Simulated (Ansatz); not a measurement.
Input, command and steps of an Ansatz relaxation.

```yaml
crystal:
  lattice:
    - [5.0074133045, 0.0, 0.0]
    - [-2.5037066523, 4.336547129, 0.0]
    - [0.0, 0.0, 5.4857388953]
  atoms:
    - { symbol: Si, position: [0.5, 0.5, 0.3333333333] }
    - { symbol: Si, position: [0.0, 0.5, 0.6666666667] }
    - { symbol: Si, position: [0.5, 0.0, 0.0] }
    - { symbol: O, position: [0.2081992188, 0.7918007812, 0.8333333333] }
    - { symbol: O, position: [0.4163984376, 0.2081992188, 0.1666666667] }
    - { symbol: O, position: [0.2081992188, 0.4163984376, 0.5] }
    - { symbol: O, position: [0.7918007812, 0.2081992188, 0.8333333333] }
    - { symbol: O, position: [0.5836015624, 0.7918007812, 0.1666666667] }
    - { symbol: O, position: [0.7918007812, 0.5836015624, 0.5] }
basis:
  ecutwfc: 500
kpoints:
  mp_grid: { grid: [6, 6, 4] }
hamiltonian:
  xc: r2scan
scf:
  occupations: { method: gaussian, width: 0.02 }
output:
  forces: true
  stress: true
  eigenvalues: true
relax:
  adjacent_minimum: "off"
  f_tol: 0.01
  max_steps: 30
  cell: { stress_tol: 0.1, fix: [volume] }
```

```bash
ansatz run input.yaml --threads 2 --pin off --max-ram 5120MiB --backend cpu --events-out ev --progress --plain --runs-dir out
```

These are results of DFT r2SCAN, scalar-relativistic, plane waves, PAW (Ansatz), not measurements.

The volume is held at 0.97 times that of the relaxed cell.

Of 4 frames 3 are shown, positions in Å and forces in eV/Å; the SCF threshold varies from step to step. Steps run on the plane waves of an earlier cell, with a Pulay correction in the pressure. The basis is chosen afresh for the last frame, the zero of the energies, and at times for earlier ones too; energy and pressure can step there, also at an unchanged geometry. Where two frames share a geometry here, they differ by under 2 meV/atom and 0.3 GPa.

```xyz
9
Lattice="5.0074 0.0000 0.0000 -2.5037 4.3365 0.0000 0.0000 0.0000 5.4857" Properties=species:S:1:pos:R:3:forces:R:3 pbc="T T T" step=1 free_energy_over_end_meV_per_atom=1.88 pressure_GPa=6.16
Si    1.2519    2.1683    1.8286    0.0000    0.0000    0.0000
Si   -1.2519    2.1683    3.6572    0.0000    0.0000    0.0000
Si    2.5037    0.0000    0.0000    0.0000    0.0000    0.0000
O    -0.9399    3.4337    4.5714   -0.2195    0.1267    0.0000
O     1.5638    0.9029    0.9143   -0.2195   -0.1267    0.0000
O     0.0000    1.8057    2.7429    0.0000   -0.2534    0.0000
O     3.4436    0.9029    4.5714    0.2195   -0.1267    0.0000
O     0.9399    3.4337    0.9143    0.2195    0.1267    0.0000
O     2.5037    2.5308    2.7429    0.0000    0.2534    0.0000
9
Lattice="5.0054 0.0000 0.0000 -2.5027 4.3348 0.0000 0.0000 0.0000 5.4903" Properties=species:S:1:pos:R:3:forces:R:3 pbc="T T T" step=2 free_energy_over_end_meV_per_atom=1.33 pressure_GPa=5.91
Si    1.2513    2.1674    1.8301    0.0000    0.0000    0.0000
Si   -1.2513    2.1674    3.6602    0.0000    0.0000    0.0000
Si    2.5027    0.0000    0.0000    0.0000    0.0000    0.0000
O    -0.9426    3.4340    4.5752   -0.1850    0.1068    0.0000
O     1.5601    0.9007    0.9150   -0.1850   -0.1068    0.0000
O     0.0000    1.8014    2.7451    0.0000   -0.2136    0.0000
O     3.4453    0.9007    4.5752    0.1850   -0.1068    0.0000
O     0.9426    3.4340    0.9150    0.1850    0.1068    0.0000
O     2.5027    2.5333    2.7451    0.0000    0.2136    0.0000
9
Lattice="4.9999 0.0000 0.0000 -2.5000 4.3301 0.0000 0.0000 0.0000 5.5022" Properties=species:S:1:pos:R:3:forces:R:3 pbc="T T T" step=4 free_energy_over_end_meV_per_atom=0.00 pressure_GPa=4.59
Si    1.2500    2.1650    1.8341    0.0000    0.0000    0.0000
Si   -1.2500    2.1650    3.6681    0.0000    0.0000    0.0000
Si    2.5000    0.0000    0.0000    0.0000    0.0000    0.0000
O    -0.9578    3.4397    4.5852    0.0021   -0.0012    0.0000
O     1.5422    0.8904    0.9170    0.0021    0.0012    0.0000
O     0.0000    1.7808    2.7511    0.0000    0.0024    0.0000
O     3.4577    0.8904    4.5852   -0.0021    0.0012    0.0000
O     0.9578    3.4397    0.9170   -0.0021   -0.0012    0.0000
O     2.5000    2.5493    2.7511    0.0000   -0.0024    0.0000
```

The run took 39 s on 2 threads of Arm Neoverse V1 (shared host), peak memory 0.64 GiB.